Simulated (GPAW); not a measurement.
Wanted: an ASE script for a GPAW 26.7.0 run.

* Task: equation of state
* Functional: revPBE
* Potentials or basis: the program's PAW data sets (release 1.2.1) made for this functional
* Cutoff: 800 eV
* Basis: pw
* k mesh: 11 × 11 × 11
* Occupations: fermi-dirac, width 0.05 eV
* Spin: no spin polarisation
* Maxiter: 150
* Eos scales: [0.94, 0.96, 0.98, 1.0, 1.02, 1.04, 1.06]

Li:

```
Li
1.0
    -1.75465    1.75465    1.75465
     1.75465   -1.75465    1.75465
     1.75465    1.75465   -1.75465
Li
1
Direct
  0.00000 0.00000 0.00000
```

One way to write it, as run:

run.py

```python
from ase.eos import EquationOfState
from ase.io import Trajectory
from ase.spacegroup import crystal
from ase.units import GPa
from gpaw import GPAW, PW

# Li 2a
atoms = crystal(['Li'],
                basis=[[0.0, 0.0, 0.0]],
                spacegroup=229, setting=1,  # Im-3m
                cellpar=[3.5093, 3.5093, 3.5093, 90.0, 90.0, 90.0],
                primitive_cell=True)

traj = Trajectory('eos.traj', 'w')
volumes, energies = [], []
for x in [0.94, 0.96, 0.98, 1.0, 1.02, 1.04, 1.06]:
    a = atoms.copy()
    a.set_cell(atoms.cell * x**(1 / 3), scale_atoms=True)
    calc = GPAW(mode=PW(800),
                xc='revPBE',
                kpts={'size': (11, 11, 11), 'gamma': True},
                occupations={'name': 'fermi-dirac', 'width': 0.05},
                nbands=6,
                convergence={'density': 1e-05, 'energy': 1e-05},
                maxiter=150,
                txt=f'eos-{x:.2f}.txt')
    a.calc = calc
    energies.append(a.get_potential_energy(force_consistent=True))
    volumes.append(a.get_volume())
    p = -a.get_stress()[:3].mean() / GPa
    calc.write(f'eos-{x:.2f}.gpw')
    traj.write(a)
    print(f'{x:.2f} {volumes[-1]:10.4f} A^3 {energies[-1]:14.6f} eV {p:9.3f} GPa', flush=True)

v0, e0, B = EquationOfState(volumes, energies, eos='birchmurnaghan').fit()
print(f'V0 = {v0:.4f} A^3, E0 = {e0:.6f} eV, B0 = {B / GPa:.2f} GPa')
```

Potentials or basis: the program's PAW data sets (release 1.2.1) made for this functional, pw.

Run with:

```bash
$ OMP_NUM_THREADS=1 python run.py
```

Results of the run:

```
Equilibrium volume                      : 21.18 Å³/atom
Bulk modulus                            : 13.3 GPa
Pressure derivative of the bulk modulus : 3.3
```

Wall time 31 s on 1 thread of Arm Neoverse V1, with other jobs on the host, peak memory 0.19 GiB.
